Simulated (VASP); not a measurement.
# Si (P6_3/mmc) in VASP: a series of runs

The runs below take Si through single point, with PBE.

Everything below comes from runs of VASP 6.6.1. Logs are shortened: lines on timing, memory, paths and dates and some standing lists are left out, and cuts for length are marked.

## (1) The cell of the first run

Symmetry: P6_3/mmc, No. 194, hexagonal system. Conventional cell: a = 2.739 Å, b = 2.739 Å, c = 4.765 Å, α = 90.00°, β = 90.00°, γ = 120.00°. Around Si (site symmetry -6m2) lie 12 Si at 2.74 to 2.86 Å.

This isn't the form of Si at room conditions, which is diamond.

## (2) Single point, PBE (strained and moved within a subgroup)

The input, INCAR:

```
ALGO = Normal
EDIFF = 1E-7
ENCUT = 520
GGA = PE
ISIF = 2
ISMEAR = 0
LASPH = True
LCHARG = False
LREAL = False
LWAVE = False
NBANDS = 11
NELM = 100
PREC = Accurate
SIGMA = 0.1
```

The input, KPOINTS:

```
k-points
0
Gamma
  15 15 8
```

The input, POSCAR:

```
Si
1.0
    2.7388275794      0.0000000000      0.0000000000
   -1.3694137897      2.3718942603      0.0000000000
    0.0000000000      0.0000000000      4.7652896276
Si
2
Direct
    0.3333333300      0.6666666700      0.2500000000
    0.6666666700      0.3333333300      0.7500000000
```

Potentials or basis: VASP PAW PBE potentials, release 64 (Si).

Run with:

```
$ cat potpaw_PBE.64/Si/POTCAR > POTCAR
$ mpirun -np 1 vasp_std > vasp.out
```

OUTCAR:

```text
EDIFF = 1E-7
   ENCUT = 520
   GGA = PE
   ISIF = 2
   ISMEAR = 0
   LASPH = True
   LREAL = False
   NELM = 100
   PREC = Accurate

 ion  position               nearest neighbor table
   1  0.333  0.667  0.250-   2 2.86   2 2.86   2 2.86   2 2.86   2 2.86   2 2.86
   2  0.667  0.333  0.750-   1 2.86   1 2.86   1 2.86   1 2.86   1 2.86   1 2.86

  LATTYP: Found a hexagonal cell.
 ALAT       =     2.7388275794
 C/A-ratio  =     1.7399012860

  Lattice vectors:

 A1 = (   2.7388275794,   0.0000000000,   0.0000000000)
 A2 = (  -1.3694137897,   2.3718942603,   0.0000000000)
 A3 = (   0.0000000000,   0.0000000000,   4.7652896276)

Analysis of symmetry for initial positions (statically):
=====================================================================
 Subroutine PRICEL returns:
 Original cell was already a primitive cell.

 Routine SETGRP: Setting up the symmetry group for a
 hexagonal supercell.

 Subroutine GETGRP returns: Found 24 space group operations
 (whereof 12 operations were pure point group operations)
 out of a pool of 24 trial point group operations.

The static configuration has the point symmetry D_3d.
 The point group associated with its full space group is D_6h.

Analysis of symmetry for dynamics (positions and initial velocities):
=====================================================================
 Subroutine PRICEL returns:
 Original cell was already a primitive cell.

 Routine SETGRP: Setting up the symmetry group for a
 hexagonal supercell.

 Subroutine GETGRP returns: Found 24 space group operations
 (whereof 12 operations were pure point group operations)
 out of a pool of 24 trial point group operations.

The dynamic configuration has the point symmetry D_3d.
 The point group associated with its full space group is D_6h.

 Subroutine INISYM returns: Found 24 space group operations
 (whereof 12 operations are pure point group operations),
 and found     1 'primitive' translations

----------------------------------------------------------------------------------------

                                     Primitive cell

  volume of cell :      30.9563

  direct lattice vectors                    reciprocal lattice vectors
     2.738827579  0.000000000  0.000000000     0.365119735  0.210801977  0.000000000
    -1.369413790  2.371894260  0.000000000     0.000000000  0.421603955  0.000000000
     0.000000000  0.000000000  4.765289628     0.000000000  0.000000000  0.209850833

  length of vectors
     2.738827579  2.738827579  4.765289628     0.421603955  0.421603955  0.209850833

  position of ions in fractional coordinates (direct lattice)
     0.333333330  0.666666670  0.250000000
     0.666666670  0.333333330  0.750000000

  ion indices of the primitive-cell ions
   primitive index   ion index
                 1           1
                 2           2

----------------------------------------------------------------------------------------

 KPOINTS: k-points

Automatic generation of k-mesh.
 Grid dimensions read from file:
 generate k-points for:   15   15    8

 Generating k-lattice:

  Cartesian coordinates                     Fractional coordinates (reciprocal lattice)
     0.024341316  0.014053465  0.000000000     0.066666667  0.000000000  0.000000000
     0.000000000  0.028106930  0.000000000     0.000000000  0.066666667  0.000000000
     0.000000000  0.000000000  0.026231354     0.000000000  0.000000000  0.125000000

  Length of vectors
     0.028106930  0.028106930  0.026231354

  Shift w.r.t. Gamma in fractional coordinates (k-lattice)
     0.000000000  0.000000000  0.000000000

 Subroutine IBZKPT returns following result:
 ===========================================

 Found    135 irreducible k-points:

 Following reciprocal coordinates:
            Coordinates               Weight
  0.000000  0.000000  0.000000      1.000000
  0.066667 -0.000000  0.000000      6.000000
  0.133333 -0.000000  0.000000      6.000000
  0.200000 -0.000000  0.000000      6.000000
  0.266667 -0.000000  0.000000      6.000000
  0.333333  0.000000  0.000000      6.000000
[... 16 lines left out ...]
  0.333333  0.200000  0.000000     12.000000
  0.400000  0.200000  0.000000      6.000000
 [... further k-points ...]
   k-points           NKPTS =    135   k-points in BZ     NKDIM =    135   number of bands    NBANDS=     11
   number of dos      NEDOS =    301   number of ions     NIONS =      2
   total plane-waves  NPLWV =  14400
   dimension x,y,z NGX =    20 NGY =   20 NGZ =   36
   dimension x,y,z NGXF=    40 NGYF=   40 NGZF=   72
   ions per type =               2
   NGX,Y,Z   is equivalent  to a cutoff of  12.14, 12.14, 12.56 a.u.
   NGXF,Y,Z  is equivalent  to a cutoff of  24.28, 24.28, 25.12 a.u.
 SYSTEM =  unknown system
   PREC   = accura    normal or accurate (medium, high low for compatibility)
   ISTART =      0    job   : 0-new  1-cont  2-samecut
   ICHARG =      2    charge: 1-file 2-atom 10-const
   ISPIN  =      1    spin polarized calculation?
   LNONCOLLINEAR =      F non collinear calculations
   LSORBIT =      F    spin-orbit coupling
   LASPH  =      T    aspherical Exc in radial PAW
   ENCUT  =  520.0 eV  38.22 Ry    6.18 a.u.   5.09  5.09  8.86*2*pi/ulx,y,z
   NELM   =    100;   NELMIN=  2; NELMDL= -5     # of ELM steps
   EDIFF  = 0.1E-06   stopping-criterion for ELM
   LREAL  =      F    real-space projection
   EDIFFG = 0.1E-05   stopping-criterion for IOM
   NSW    =      0    number of steps for IOM
   IBRION =     -1    ionic relax: 0-MD 1-quasi-New 2-CG
   NFREE  =      0    steps in history (QN), initial steepest desc. (CG)
   ISIF   =      2    stress and relaxation
   ISYM   =      2    0-nonsym 1-usesym 2-fastsym
   POTIM  = 0.5000    time-step for ionic-motion
   TEBEG  =    0.0;   TEEND  =   0.0 temperature during run
   PSTRESS=    0.0 pullay stress
   NELECT =       8.0000    total number of electrons
   NUPDOWN=      -1.0000    fix difference up-down
   EMIN   =  10.00;   EMAX   =-10.00  energy-range for DOS
   EFERMI =   0.00;   METHOD = LEGACY
   ISMEAR =     0;   SIGMA  =   0.10  broadening in eV -4-tet -1-fermi 0-gaus
   EFERMI_NEDOS =   21; number of points for ismear=-14 and -15
   IALGO  =     38    algorithm
   IMIX   =      4    mixing-type and parameters
     AMIX     =   0.40;   BMIX     =  1.00
     AMIX_MAG =   1.60;   BMIX_MAG =  1.00
  volume/ion in A,a.u.               =      15.48       104.45
  Fermi-wavevector in a.u.,A,eV,Ry     =   1.042770  1.970549 14.794548  1.087369
  Thomas-Fermi vector in A             =   2.177449
   LORBIT       =      0    0 simple, 1 ext, 2 COOP (PROOUT), +10 PAW based schemes
   GGA     = PE    functional components
   LHFCALC =     F    Hartree Fock is set to
   AEXX    =    0.0000 exact exchange contribution
   IVDW    =     0    specifies the selected vdW correction
   LEPSILON=     F    determine dielectric tensor
   LRPA    =     F    only Hartree local field effects (RPA)
 non-spin polarized calculation
 Gauss-broadening in eV      SIGMA  =   0.10
  energy-cutoff  :      520.00
  volume of cell :       30.96
 maximum number of plane-waves:       846
   NGX = 11   NGY = 11   NGZ = 17

 number of electron       8.0000000 magnetization

 Free energy of the ion-electron system (eV)
  ---------------------------------------------------
  ext. energy  EPLUGINS =         0.00000000
  ---------------------------------------------------
  free energy    TOTEN  =        -9.79257674 eV

  energy without entropy =       -9.78605295  energy(sigma->0) =       -9.78931484

 E-fermi :   9.2596     XC(G=0): -10.9213

 val. band max:        9.2501380629   @ k =   0.2667   0.0667   0.5000
 cond. band min:       9.2618719985   @ k =   0.2667  -0.0000   0.2500
 fundamental gap:      0.0117339356
 Fermi energy:         9.2595728094

 k-point     1 :       0.0000    0.0000    0.0000
  band No.  band energies     occupation
      1      -4.5522      2.00000
      2       1.0229      2.00000
      3       2.5512      2.00000
      4      17.9274      0.00000
      5      17.9274      0.00000
      6      18.2572      0.00000
      7      19.2683      0.00000
      8      19.2683      0.00000
      9      19.4847      0.00000
     10      22.2065      0.00000
     11      22.4692      0.00000

 k-point     2 :       0.0667   -0.0000    0.0000
  band No.  band energies     occupation
      1      -4.4374      2.00000
      2       1.1364      2.00000
      3       2.6602      2.00000
      4      16.3461      0.00000
      5      17.1216      0.00000
      6      18.2613      0.00000
      7      18.6249      0.00000
      8      19.9265      0.00000
      9      20.3285      0.00000
     10      21.0500      0.00000
     11      21.9890      0.00000

 k-point     3 :       0.1333   -0.0000    0.0000
  band No.  band energies     occupation
      1      -4.0936      2.00000
      2       1.4760      2.00000
      3       2.9867      2.00000
      4      13.8466      0.00000
      5      16.0165      0.00000
      6      17.6587      0.00000
      7      18.1423      0.00000
      8      18.9767      0.00000
      9      19.7889      0.00000
     10      20.8676      0.00000
     11      21.7619      0.00000

 k-point     4 :       0.2000   -0.0000    0.0000
  band No.  band energies     occupation
      1      -3.5220      2.00000
      2       2.0400      2.00000
      3       3.5297      2.00000
      4      11.3170      0.00000
      5      15.0457      0.00000
      6      16.0363      0.00000
      7      17.2891      0.00000
      8      17.4360      0.00000
      9      19.0494      0.00000
     10      20.4756      0.00000
     11      21.1884      0.00000
[... 239 lines left out ...]
 k-point    22 :       0.2667    0.2000    0.0000
  band No.  band energies     occupation
      1      -0.3549      2.00000
      2       5.1494      2.00000
      3       6.2796      2.00000
      4       6.5226      2.00000
      5       8.0211      2.00000
      6      11.5230      0.00000
      7      12.7711      0.00000
      8      13.0420      0.00000
      9      15.6482      0.00000
     10      22.0311      0.00000
     11      22.7147      0.00000

 k-point    23 :       0.3333    0.2000    0.0000
  band No.  band energies     occupation
      1       0.9763      2.00000
      2       4.3525      2.00000
      3       6.4557      2.00000
      4       7.6729      2.00000
      5       7.7344      2.00000
      6       9.6600      0.00000
      7      11.1522      0.00000
      8      12.7399      0.00000
      9      15.1186      0.00000
     10      21.8301      0.00000
     11      23.6699      0.00000

 k-point    24 :       0.4000    0.2000    0.0000
  band No.  band energies     occupation
      1       2.2497      2.00000
      2       2.8763      2.00000
      3       7.5603      2.00000
      4       7.8681      2.00000
      5       8.0603      2.00000
      6       8.6530      2.00000
      7      10.0780      0.00000
      8      12.6389      0.00000
      9      14.9597      0.00000
     10      21.7537      0.00000
     11      24.3367      0.00000

 [... further k-points ...]
[... 5 lines left out ...]
  --------------------------------------------------------------------------------------
  -------------------------------------------------------------------------------------
  Total       -0.9779117     -0.9779117     -1.2285797     -0.0000000     -0.0000000      0.0000000
  in kB      -50.6128641    -50.6128641    -63.5864553     -0.0000000     -0.0000000      0.0000000
  external PRESSURE =     -54.9373945 kB  Pullay stress =       0.0000000 kB

 VOLUME and BASIS-vectors are now :
 -----------------------------------------------------------------------------
  energy-cutoff  :      520.00
  volume of cell :       30.96
      direct lattice vectors                 reciprocal lattice vectors
     2.738827579  0.000000000  0.000000000     0.365119735  0.210801977  0.000000000
    -1.369413790  2.371894260  0.000000000     0.000000000  0.421603955  0.000000000
     0.000000000  0.000000000  4.765289628     0.000000000  0.000000000  0.209850833

 POSITION                                       TOTAL-FORCE (eV/Angst)
 -----------------------------------------------------------------------------------
     -0.00000      1.58126      1.19132        -0.000000     -0.000000      0.000000
      1.36941      0.79063      3.57397         0.000000      0.000000      0.000000
 -----------------------------------------------------------------------------------
    total drift:                               -0.000000      0.000000      0.000000

  FREE ENERGIE OF THE ION-ELECTRON SYSTEM (eV)
  ---------------------------------------------------
  free  energy   TOTEN  =        -9.7925767357 eV

  energy  without entropy=       -9.7860529527  energy(sigma->0) =       -9.78931484
```

Run time: 19 s. Hardware: 1 thread of Intel Xeon Platinum 8559C (Emerald Rapids), shared host; peak memory 0.15 GiB.

What came out:

```
Free energy            : -9.7926 eV
Pressure               : -5.5 GPa
Band gap on the k mesh : none (metal or under the smearing width)
```

Stress tensor (GPa, compression positive):
```
-5.06  0.00  0.00
 0.00 -5.06  0.00
 0.00  0.00 -6.36
```

[end of part 1 of 2]
